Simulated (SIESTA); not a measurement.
The system is Si2Ni.

```
CELL_PARAMETERS angstrom
0.00000 2.70300 2.70300
2.70300 0.00000 2.70300
2.70300 2.70300 0.00000
ATOMIC_POSITIONS crystal
Ni 0.00000 0.00000 0.00000
Si 0.75000 0.75000 0.75000
Si 0.25000 0.25000 0.25000
```

```yaml
Program: SIESTA 5.4.2
Task: single point
Functional: PBE
Potentials_or_basis: PseudoDojo 0.4 standard (PBE files)
Basis: DZP (energy shift 0.003 Ry; two zetas on semicore shells)
Grid_cutoff: 800 Ry
Energy_shift: 0.003 Ry
k_mesh: 9 × 9 × 9
Occupations: fermi-dirac, width 0.05 eV
Spin: collinear spin, ferromagnetic start
Starting_moments: "[1.0, 0.0, 0.0] μB"
```

On this cell: pressure 3.9 GPa; largest force zero by symmetry; net moment 0.00 μB per cell; band gap on the k mesh none (metal or under the smearing width).

The same run follows on a disturbed copy (atoms moved at random, drawn with an rms of 0.05 Å):

```
CELL_PARAMETERS angstrom
0.00000 2.70300 2.70300
2.70300 0.00000 2.70300
2.70300 2.70300 0.00000
ATOMIC_POSITIONS crystal
Ni 0.00493 0.00989 0.99540
Si 0.75332 0.75088 0.76642
Si 0.24470 0.25296 0.25518
```

Problem. What changes?

Solution. The energy (extrapolated to zero smearing) moves by +7.8 meV/atom; pressure 4.1 GPa; largest force 0.508 eV/Å; net moment 0.00 μB per cell; band gap on the k mesh none (metal or under the smearing width).

Forces in eV/Å, atoms in the order of the input:
```
Ni   0.196  0.274 -0.379
Si  -0.227 -0.436  0.069
Si   0.032  0.163  0.309
```

Stress tensor (GPa, compression positive):
```
4.10 0.76 1.70
0.76 4.18 0.69
1.70 0.69 4.04
```

Caveats: short orbitals over semicore shells can move pressures by several GPa; the basis of atomic orbitals isn't converged, which shifts pressures, moduli and gaps.
